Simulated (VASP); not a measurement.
Input of a VASP 6.6.1 run:

File INCAR:

```
SYSTEM = Pd
  PREC = Accurate
  ENCUT = 520
  EDIFF = 1E-6
  ISMEAR = 0
  SIGMA = 0.1
  LREAL = .FALSE.
  LASPH = .TRUE.
  NELM = 80
  ALGO = Fast
  ISIF = 2
  LWAVE = .FALSE.
  LCHARG = .TRUE.
  LDIPOL = .TRUE.
  IDIPOL = 3
  DIPOL = 0.5 0.5 0.500
  GGA = PE
  LELF = .TRUE.
  LVHAR = .TRUE.
  LVACPOTAV = .TRUE.
  NBANDS = 44
```

Contents of KPOINTS:

```
Automatic mesh
0
G
  12 12 1
  0 0 0
```

File POSCAR:

```
Pd
1.0
    2.7876806225      0.0000000000      0.0000000000
    0.0000000000      2.7876806225      0.0000000000
    0.0000000000      0.0000000000     26.8271272317
Pd
7
Direct
    0.5000000000      0.5000000000      0.2795677649
    0.0000000000      0.0000000000      0.3530451766
    0.5000000000      0.5000000000      0.4265225883
    0.0000000000      0.0000000000      0.5000000000
    0.5000000000      0.5000000000      0.5734774117
    0.0000000000      0.0000000000      0.6469548234
    0.5000000000      0.5000000000      0.7204322351
```

Potentials or basis: VASP PAW PBE potentials, release 64 (Pd).

Launch:

```console
$ cat potpaw_PBE.64/Pd/POTCAR > POTCAR
$ mpirun -np 1 vasp_std > vasp.out
```

Q: What does it give for the work function of the lower face?

A: 5.10 eV.

Q: What does it give for the work function of the upper face?

A: 5.10 eV.

Forces on the atoms (eV/Å):
```
Pd   0.000  0.000  0.139
Pd   0.000  0.000 -0.096
Pd   0.000  0.000 -0.016
Pd   0.000  0.000  0.000
Pd   0.000  0.000  0.016
Pd   0.000  0.000  0.096
Pd   0.000  0.000 -0.139
```
